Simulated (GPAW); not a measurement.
# AlN (P6_3mc) in GPAW: a series of runs

The runs below take AlN through band structure, with PBE, r4SCAN.

Everything below comes from runs of GPAW 26.7.0. Logs are shortened: lines on timing, memory, paths and dates and some standing lists are left out, and cuts for length are marked. The log counts tension as positive stress, the text compression.

**Measured values to compare with.**

From “Self-assembly of well-separated AlN nanowires directly on sputtered metallic TiN films”, 2019, arxiv:1910.07391, for a bulk crystal of AlN at 10 K: band gap 6.034 eV (an exciton energy, a little under the gap).

The runs below are set against these values where they give the same quantity.

## (1) The structure

It takes space group P6_3mc (No. 186, hexagonal). Conventional cell: a = 3.113 Å, b = 3.113 Å, c = 4.981 Å, α = 90.00°, β = 90.00°, γ = 120.00°. Al (site symmetry 3m) has 4 N at 1.89 Å as nearest neighbours. N (site symmetry 3m) has 4 Al at 1.89 Å as nearest neighbours.

## (2) Band structure, PBE

The input, run.py:

```python
from ase.dft.bandgap import bandgap
from ase.io import read, write
from ase.units import GPa
from gpaw import GPAW, PW, setup_paths

setup_paths.insert(0, '.')

atoms = read('AlN.cif')

calc = GPAW(mode=PW(800),
            xc='PBE',
            kpts={'size': (7, 7, 4), 'gamma': True},
            occupations={'name': 'fermi-dirac', 'width': 0.05},
            setups={'Al': 'jth', 'N': 'jth'},
            nbands=-10,
            convergence={'density': 1e-05, 'energy': 1e-05},
            maxiter=150,
            txt='gpaw.txt')
atoms.calc = calc
energy = atoms.get_potential_energy()
forces = atoms.get_forces()
stress = atoms.get_stress()
calc.write('gs.gpw')
write('result.traj', atoms)
print(f'Energy: {energy:.6f} eV')
print('Forces (eV/A):')
print(forces.round(4))
print('Stress (GPa):', (stress / GPa).round(3))
print('Fermi level:', round(calc.get_fermi_level(), 4), 'eV')
print(f'Gap: {bandgap(calc)[0]:.4f} eV, direct: {bandgap(calc, direct=True)[0]:.4f} eV')

path = atoms.cell.bandpath('GMKGALHA,LM,KH', npoints=60, eps=1e-4)
bs_calc = calc.fixed_density(kpts=path, symmetry='off', nbands=-20,
                             convergence={'bands': 'CBM+6.0', 'eigenstates': 1e-6}, txt='bands.txt')
bs = bs_calc.band_structure()
bs.write('bs.json')
print(f'Gap on the path: {bandgap(bs_calc)[0]:.4f} eV')
```

The input, AlN.cif:

```cif
data_AlN
_cell_length_a 3.11300000
_cell_length_b 3.11300000
_cell_length_c 4.98100000
_cell_angle_alpha 90.00000000
_cell_angle_beta 90.00000000
_cell_angle_gamma 120.00000000
_space_group_name_H-M_alt 'P1'
_space_group_name_Hall 'P 1'
_space_group_IT_number 1
loop_
_space_group_symop_operation_xyz
'x,y,z'
loop_
_atom_site_label
_atom_site_type_symbol
_atom_site_symmetry_multiplicity
_atom_site_Wyckoff_symbol
_atom_site_fract_x
_atom_site_fract_y
_atom_site_fract_z
_atom_site_occupancy
Al1 Al 1 a 0.6666666667 0.3333333333 0.5000000000 1
Al2 Al 1 a 0.3333333333 0.6666666667 0.0000000000 1
N1 N 1 a 0.6666666667 0.3333333333 0.8800000000 1
N2 N 1 a 0.3333333333 0.6666666667 0.3800000000 1
```

Potentials or basis: JTH PAW 2.0, PBE, pw.

Launch:

```bash
> OMP_NUM_THREADS=1 python run.py
```

gpaw.txt:

```text
__  _  _
 | _ |_)|_||  |
 |__||  | ||/\| - 26.7.0

Input parameters:
  mode=PW(ecut=800.0),
  convergence={'density': 1e-05, 'energy': 1e-05},
  kpts=MonkhorstPack(size=(7, 7, 4), gamma=True),
  maxiter=150,
  nbands=-10,
  occupations=Occupations(name='fermi-dirac', width=0.05),
  setups={'Al': 'jth', 'N': 'jth'},
  xc=XC(name='PBE')

Diagonalizing LCAO Hamiltonian
Converting LCAO to pw mode

           N

           Al
        N

        Al

Atoms  # Å, Bohr magnetons
|   | symbol |         x |        y |        z |    initial magnetic moments |
|---|--------|-----------|----------|----------|-----------------------------|
| 0 |     Al |  1.556500 | 0.898646 | 2.490500 | ( 0.0000,  0.0000,  0.0000) |
| 1 |     Al | -0.000000 | 1.797291 | 0.000000 | ( 0.0000,  0.0000,  0.0000) |
| 2 |      N |  1.556500 | 0.898646 | 4.383280 | ( 0.0000,  0.0000,  0.0000) |
| 3 |      N | -0.000000 | 1.797291 | 1.892780 | ( 0.0000,  0.0000,  0.0000) |

Unit cell  # Å
| periodic |         x |        y |        z |  lengths |     angles |
|----------|-----------|----------|----------|----------|------------|
|      yes |  3.113000 | 0.000000 | 0.000000 | 3.113000 |  90.000000 |
|      yes | -1.556500 | 2.695937 | 0.000000 | 3.113000 |  90.000000 |
|      yes |  0.000000 | 0.000000 | 4.981000 | 4.981000 | 120.000000 |

Number of symmetries: 6
Symmetry operations  # r_c * U_cc + t_c -> r_c
|   | kind |            matrix            |
|---|------|------------------------------|
| 0 |  σ   |  1, 1, 0,  0,-1, 0,  0, 0, 1 |
| 1 |  E   |  1, 0, 0,  0, 1, 0,  0, 0, 1 |
| 2 |  C3  |  0, 1, 0, -1,-1, 0,  0, 0, 1 |
| 3 |  σ   |  0,-1, 0, -1, 0, 0,  0, 0, 1 |
| 4 |  σ   | -1, 0, 0,  1, 1, 0,  0, 0, 1 |
| 5 |  C3  | -1,-1, 0,  1, 0, 0,  0, 0, 1 |

BZ-sampling:
  Number of BZ points: 196
  Number of IBZ points: 28

  Monkhorst-Pack size: [7, 7, 4]
  Monkhorst-Pack shift: [0.0, 0.0, 0.125]

K-points  # in reciprocal-cell coordinates
|     |                                coordinates |     weight |
|-----|--------------------------------------------|------------|
|   0 | (  0.00000000,   0.00000000,   0.00000000) | 0.00510204 |
|   1 | (  0.00000000,   0.00000000,   0.25000000) | 0.01020408 |
|   2 | (  0.00000000,   0.00000000,   0.50000000) | 0.00510204 |
|   3 | (  0.14285714,   0.00000000,  -0.25000000) | 0.03061224 |
|   4 | (  0.14285714,   0.00000000,   0.00000000) | 0.03061224 |
|   5 | (  0.14285714,   0.00000000,   0.25000000) | 0.03061224 |
|   6 | (  0.14285714,   0.00000000,   0.50000000) | 0.03061224 |
|   7 | (  0.28571429,  -0.14285714,   0.00000000) | 0.03061224 |
|   8 | (  0.28571429,  -0.14285714,   0.25000000) | 0.06122449 |
|   9 | (  0.28571429,  -0.14285714,   0.50000000) | 0.03061224 |
| ... |                                            |            |
|  27 | (  0.42857143,   0.42857143,   0.50000000) | 0.03061224 |

Plane wave coefficients: 2177
Cutoff: 800.0 eV

Spin-components: 1 (collinear spins)
Bands:           18
Projectors:      16
Spin-degeneracy: 2
Datatype:        complex128

Parallelization:
  kpt:    1
  domain: 1
  band:   1

Density:
  Valence electrons: 16.0
  Components: 1
  Grid points: [21 21 35]
  Charge: 0.0  # |e|

Potential:
  Grid points: [21 21 35]

species:
  Al:
    name:    Aluminium
    Z:       13.0
    valence: 3
    core:    10
    charge:  0.0  # [|e|]
    compensation charges:
      type: sinc
      rc: 0.85  # [Å]
      lmax: 2
    cutoffs:
      filter: 1.01  # [Å]
      core: 2.44  # [Å]
    projectors
    | kind |    occ | energy [eV] | rcut [Å] |
    |------|--------|-------------|----------|
    |   3s |  2.000 |      -7.753 |    1.007 |
    |    s |        |      40.817 |    1.007 |
    |   3p |  1.000 |      -2.712 |    1.007 |
    |    p |        |      54.423 |    1.007 |

    Using partial waves for Al as LCAO basis

  N:
    name:    Nitrogen
    Z:       7.0
    valence: 5
    core:    2
    charge:  0.0  # [|e|]
    compensation charges:
      type: sinc
      rc: 0.53  # [Å]
      lmax: 2
    cutoffs:
      filter: 0.64  # [Å]
      core: 0.98  # [Å]
    projectors
    | kind |    occ | energy [eV] | rcut [Å] |
    |------|--------|-------------|----------|
    |   2s |  2.000 |     -18.583 |    0.585 |
    |    s |        |      27.211 |    0.585 |
    |   2p |  3.000 |      -7.090 |    0.638 |
    |    p |        |      29.933 |    0.585 |

    Using partial waves for N as LCAO basis

Reference energy: -16171.058783  # eV

eigensolver:
  PPCG
  Converge bands: occupied
  niter=2

density mixing:
  MSR1-Mixer
  Pratt-step length: 0.05
  Maximum mixing coefficient: 0.75
  Old densities: 10
  SVD Regularization: 0.005
  Good broyden scale: 1.0
  Trust region scale: 1.0
  Backstep threshold: 4.0
  History deletion threshold: 6.0
  Fourier metric: weight=20.0, sigma=0.015

occupation numbers:
  Fermi-Dirac:
    width: 0.0500  # eV

poisson solver:
  ecut: 6400.0  # eV

xc functional:
  name: PBE with 2 nearest neighbor stencil

convergence criteria:
- Maximum integral of absolute [dens]ity change: 1e-05 electrons / valence electron
- Maximum [total energy] change in last 3 cyles: 1e-05 eV / valence electron
- Maximum integral of absolute [eigenst]ate change: 4e-08 eV^2 / valence electron
maximum number of iterations: 150

SCF iterations
|iter     | |      energy | eigst |  dens |
|---------|-|-------------|-------|-------|
|iter:   1| |  -33.787538 | +0.10 |       |
|iter:   2| |  -32.763570 | -1.61 | -0.56 |
|iter:   3| |  -29.718946 | -0.56 | -0.61 |
|iter:   4| |  -29.722878 | -2.69 | -1.24 |
|iter:   5| |  -29.727922 | -3.25 | -1.54 |
|iter:   6| |  -29.728020 | -5.22 | -2.76 |
|iter:   7| |  -29.728039c| -6.21 | -3.16 |
|iter:   8| |  -29.728039c| -8.07c| -4.44 |
|iter:   9| |  -29.728039c| -8.25c| -4.92 |
|iter:  10| |  -29.728039c| -8.81c| -5.24c|

Converged in 10 steps
Energy contributions relative to reference atoms: (reference = -16171.058783)

Energy contributions:
  Kinetic:          31.158993
  Coulomb:         -26.330871
  Zero:             -0.376130
  External:          0.000000
  Xc:              -34.180031
  Entropy:          -0.000000
  Spinorbit:         0.000000
  ----------------------------
  Free energy:     -29.728039
  Extrapolated:    -29.728039

dipole moment: (0.000037, 0.000061, -7.544552)  # |e|*Ang

Fermi level: 6.751
Eigenvalues  # (at kpt = [0.000, 0.000, 0.000])
| band index |      eig [eV] | occ [0-2] |
|------------|---------------|-----------|
|          0 |        -9.356 |     2.000 |
|          1 |        -7.205 |     2.000 |
|          2 |        -0.170 |     2.000 |
|          3 |         4.983 |     2.000 |
|          4 |         4.983 |     2.000 |
|          5 |         5.638 |     2.000 |
|          6 |         5.638 |     2.000 |
|          7 |         5.818 |     2.000 |
|          8 |        10.023 |     0.000 |
|          9 |        12.460 |     0.000 |
|         10 |        16.423 |     0.000 |
|         11 |        16.959 |     0.000 |
|         12 |        16.959 |     0.000 |
|         13 |        18.934 |     0.000 |
|         14 |        18.950 |     0.000 |
|         15 |        18.950 |     0.000 |
|        ... |               |           |
|         17 |        20.620 |     0.000 |

Gap: 4.206 eV
Transition (v -> c):
  (s=0, k=0, n=7, [0.00, 0.00, 0.00]) -> (s=0, k=0, n=8, [0.00, 0.00, 0.00])
No difference between direct/indirect transitions

Forces  # eV/Ang
|        x |        y |        z |
|----------|----------|----------|
|  0.00000 | -0.00000 | -0.13115 |  # Al   0
|  0.00000 |  0.00000 | -0.13110 |  # Al   1
| -0.00000 |  0.00000 |  0.13112 |  # N    2
|  0.00000 | -0.00000 |  0.13115 |  # N    3

Stress tensor  # eV/Ang^3
|         x |         y |         z |
|-----------|-----------|-----------|
| -0.020484 |  0.000000 | -0.000000 |
|  0.000000 | -0.020484 |  0.000000 |
| -0.000000 |  0.000000 | -0.030739 |

# Writing to gs.gpw (mode='')
```

It took 57 s on 1 thread of Arm Neoverse V1, shared host; peak memory 0.27 GiB.

Results:

```
Free energy             : -29.7280 eV
Pressure                : 3.8 GPa
Largest force           : 0.131 eV/Å
Band gap on the k mesh  : 4.21 eV, direct
Band gap along the path : 4.21 eV, direct
```

Forces on the atoms (eV/Å):
```
Al   0.000  0.000 -0.131
Al   0.000  0.000 -0.131
N    0.000  0.000  0.131
N    0.000  0.000  0.131
```

Stress tensor (GPa, compression positive):
```
3.28 0.00 0.00
0.00 3.28 0.00
0.00 0.00 4.92
```

Levels at the corners of the path, in eV from the valence-band top:
```tsv
point	band 6	band 7	band 8	band 9	band 10	band 11
Γ	-0.18	-0.18	0.00	4.21	6.64	10.61
M	-2.07	-1.78	-0.66	5.81	5.81	8.18
K	-2.42	-2.38	-2.38	5.05	8.37	9.69
Γ	-0.18	-0.18	0.00	4.21	6.64	10.61
A	-0.52	-0.52	-0.52	6.45	6.45	10.32
L	-1.44	-1.36	-1.36	5.31	5.31	9.27
H	-3.84	-0.79	-0.79	7.43	7.43	7.84
A	-0.52	-0.52	-0.52	6.45	6.45	10.32
L	-1.44	-1.36	-1.36	5.31	5.31	9.27
M	-2.07	-1.78	-0.66	5.81	5.81	8.18
K	-2.42	-2.38	-2.38	5.05	8.37	9.69
H	-3.84	-0.79	-0.79	7.43	7.43	7.84
```

Caveat: the program truncates these outside data sets.

## (3) Band structure, r4SCAN

Changes to run.py since step 2:

```diff
@@ -3,5 +3,3 @@
 from ase.units import GPa
-from gpaw import GPAW, PW, setup_paths
-
-setup_paths.insert(0, '.')
+from gpaw import GPAW, PW
 
@@ -10,7 +8,6 @@
 calc = GPAW(mode=PW(800),
-            xc='PBE',
+            xc='MGGA_X_R4SCAN+MGGA_C_R2SCAN',
             kpts={'size': (7, 7, 4), 'gamma': True},
             occupations={'name': 'fermi-dirac', 'width': 0.05},
-            setups={'Al': 'jth', 'N': 'jth'},
-            nbands=-10,
+            nbands=18,
             convergence={'density': 1e-05, 'energy': 1e-05},
@@ -31,4 +28,4 @@
 
-path = atoms.cell.bandpath('GMKGALHA,LM,KH', npoints=60, eps=1e-4)
-bs_calc = calc.fixed_density(kpts=path, symmetry='off', nbands=-20,
+path = atoms.cell.bandpath('GMKGALHA,LM,KH', npoints=100, eps=1e-4)
+bs_calc = calc.fixed_density(kpts=path, symmetry='off', nbands=29,
                              convergence={'bands': 'CBM+6.0', 'eigenstates': 1e-6}, txt='bands.txt')
```

AlN.cif is that of step 2.

Potentials or basis: GPAW PAW data sets (gpaw-data 1.2.1), pw.

Launch:

```bash
> OMP_NUM_THREADS=1 python run.py
```

gpaw.txt:

```text
__  _  _
 | _ |_)|_||  |
 |__||  | ||/\| - 26.7.0

Input parameters:
  mode=PW(ecut=800.0),
  convergence={'density': 1e-05, 'energy': 1e-05},
  kpts=MonkhorstPack(size=(7, 7, 4), gamma=True),
  maxiter=150,
  nbands=18,
  occupations=Occupations(name='fermi-dirac', width=0.05),
  xc=XC(name='MGGA_X_R4SCAN+MGGA_C_R2SCAN')

Diagonalizing LCAO Hamiltonian
Converting LCAO to pw mode

           N

           Al
        N

        Al

Atoms  # Å, Bohr magnetons
|   | symbol |         x |        y |        z |    initial magnetic moments |
|---|--------|-----------|----------|----------|-----------------------------|
| 0 |     Al |  1.556500 | 0.898646 | 2.490500 | ( 0.0000,  0.0000,  0.0000) |
| 1 |     Al | -0.000000 | 1.797291 | 0.000000 | ( 0.0000,  0.0000,  0.0000) |
[... 162 lines left out ...]
|iter:   9| |  -38.589214c| -7.50c| -4.09 |
|iter:  10| |  -38.589214c| -8.58c| -4.70 |
|iter:  11| |  -38.589214c| -7.87c| -5.12c|

Converged in 11 steps
Energy contributions relative to reference atoms: (reference = -16170.289538)

Energy contributions:
  Kinetic:          27.553574
  Coulomb:         -22.736892
  Zero:              0.102631
  External:          0.000000
  Xc:              -43.508527
  Entropy:          -0.000000
  Spinorbit:         0.000000
  ----------------------------
  Free energy:     -38.589214
  Extrapolated:    -38.589214

dipole moment: (-0.000017, 0.000008, -6.873657)  # |e|*Ang

Fermi level: 6.834
Eigenvalues  # (at kpt = [0.000, 0.000, 0.000])
| band index |      eig [eV] | occ [0-2] |
|------------|---------------|-----------|
|          0 |       -10.056 |     2.000 |
|          1 |        -7.932 |     2.000 |
|          2 |        -0.198 |     2.000 |
|          3 |         4.998 |     2.000 |
|          4 |         4.998 |     2.000 |
|          5 |         5.674 |     2.000 |
[... 8 lines left out ...]
|         14 |        19.980 |     0.000 |
|         15 |        19.981 |     0.000 |
|        ... |               |           |
|         17 |        21.736 |     0.000 |

Gap: 4.885 eV
Transition (v -> c):
  (s=0, k=0, n=7, [0.00, 0.00, 0.00]) -> (s=0, k=0, n=8, [0.00, 0.00, 0.00])
No difference between direct/indirect transitions

Forces  # eV/Ang
|        x |       y |        z |
|----------|---------|----------|
|  0.00000 | 0.00000 | -0.11757 |  # Al   0
| -0.00000 | 0.00000 | -0.12845 |  # Al   1
| -0.00000 | 0.00000 |  0.19487 |  # N    2
|  0.00000 | 0.00000 |  0.20154 |  # N    3

Stress tensor  # eV/Ang^3
|        x |         y |         z |
|----------|-----------|-----------|
| 0.008522 |  0.000000 |  0.000000 |
| 0.000000 |  0.008522 | -0.000000 |
| 0.000000 | -0.000000 | -0.002246 |

# Writing to gs.gpw (mode='')
```

stdout:

```text
Energy: -38.589214 eV
Forces (eV/A):
[[ 0.      0.     -0.1176]
 [-0.      0.     -0.1284]
 [-0.      0.      0.1949]
 [ 0.      0.      0.2015]]
Stress (GPa): [ 1.365  1.365 -0.36  -0.     0.     0.   ]
Fermi level: 6.8338 eV
Gap: 4.8848 eV, direct: 4.8848 eV
Gap on the path: 4.8848 eV
```

Wall time 4 min (1 thread of Arm Neoverse V1, shared host); peak memory 0.4 GiB.

Results:

- Free energy: -38.5892 eV
- Pressure: -0.8 GPa
- Band gap on the k mesh: 4.88 eV, direct
- Band gap along the path: 4.88 eV, direct

Levels at the corners of the path, in eV from the valence-band top:
```
point  band 5  band 6  band 7  band 8  band 9  band 10  band 11  band 12
    Γ   -0.85   -0.18   -0.18    0.00    4.88     7.48    11.56    12.02
    M   -3.38   -2.11   -1.77   -0.67    6.46     6.54     9.02    11.23
    K   -3.76   -2.47   -2.41   -2.40    5.69     9.13    10.56    10.56
    Γ   -0.85   -0.18   -0.18    0.00    4.88     7.48    11.56    12.02
    A   -0.52   -0.52   -0.52   -0.52    7.20     7.20    11.30    11.30
    L   -1.47   -1.46   -1.38   -1.38    5.99     5.99    10.14    10.14
    H   -3.88   -3.88   -0.80   -0.80    8.15     8.15     8.65     8.65
    A   -0.52   -0.52   -0.52   -0.52    7.20     7.20    11.30    11.30
    L   -1.47   -1.46   -1.38   -1.38    5.99     5.99    10.14    10.14
    M   -3.38   -2.11   -1.77   -0.67    6.46     6.54     9.02    11.23
    K   -3.76   -2.47   -2.41   -2.40    5.69     9.13    10.56    10.56
    H   -3.88   -3.88   -0.80   -0.80    8.15     8.15     8.65     8.65
```

Caveat: the forces don't sum to zero, a sign of grid noise; the PAW data sets were made with another functional, which shifts forces and pressure a little.

## (4) How close it comes

Step 2. Measured gap of AlN: 6.034 eV (an exciton energy, a little under the gap; 10 K; quoted in “Self-assembly of well-separated AlN nanowires directly on sputtered metallic TiN films”, 2019, arxiv:1910.07391). This calculation gives 4.21 eV (-1.83 eV). 2 values of this kind are on record (6.034 to 6.0343 eV); this one was drawn at random. The value is that of PBE, without temperature or zero-point motion. Semilocal functionals fall short of measured gaps as a rule.

Step 3. Measured gap of AlN: 6.034 eV (an exciton energy, a little under the gap; 10 K; quoted in “Self-assembly of well-separated AlN nanowires directly on sputtered metallic TiN films”, 2019, arxiv:1910.07391). This calculation gives 4.88 eV (-1.15 eV). 2 values of this kind are on record (6.034 to 6.0343 eV); this one was drawn at random. The value is that of r4SCAN, without temperature or zero-point motion.
